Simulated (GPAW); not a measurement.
Runs of GPAW 26.7.0 on Ti. It takes space group Fm-3m (No. 225, cubic). The conventional cell has a = 4.060 Å, b = 4.060 Å, c = 4.060 Å, α = 90.00°, β = 90.00°, γ = 90.00°. Around Ti (site symmetry m-3m) lie 12 Ti at 2.87 Å. This isn't the form of Ti at room conditions, which is hcp.

```tsv
task	level	potentials or basis	k mesh	cutoff (eV)	smearing	maxiter	smearing order	band path	band points	convergence	gap on the mesh (eV)	pressure (GPa)
single point	PBEsol	PAW data sets generated in the run's folder for this functional, pw	11 × 11 × 11	600	gaussian 0.02 eV	150	-	-	-	-	none	-1.3
band structure	LDA	the program's PAW data sets (release 1.2.1) made for this functional, pw	11 × 11 × 11	600	methfessel-paxton 0.2 eV	150	1	GXWKGLUWLK,UX	80	-	-	-5.6
single point	LDA	the program's PAW data sets (release 1.2.1) made for this functional, pw	9 × 9 × 9	500	fermi-dirac 0.05 eV	120	-	-	-	default	none	(a)
single point	LDA	the program's PAW data sets (release 1.2.1) made for this functional, pw	11 × 11 × 11	600	gaussian 0.02 eV	150	-	-	-	-	none	-5.8
```

Alike in all rows: no spin polarisation; cell as given.

Problem. Estimate the missing entries.

Solution. (a) -4.6.

Caveats: this smearing can pin the Fermi level at a band edge (some runs); the cutoff is short for stress and forces, so pressures can be off by a GPa or more (some runs).

A k mesh can miss the band edges.

A gap of «none» marks a metal or a gap under the smearing width.

Not every run made on this cell is shown here.
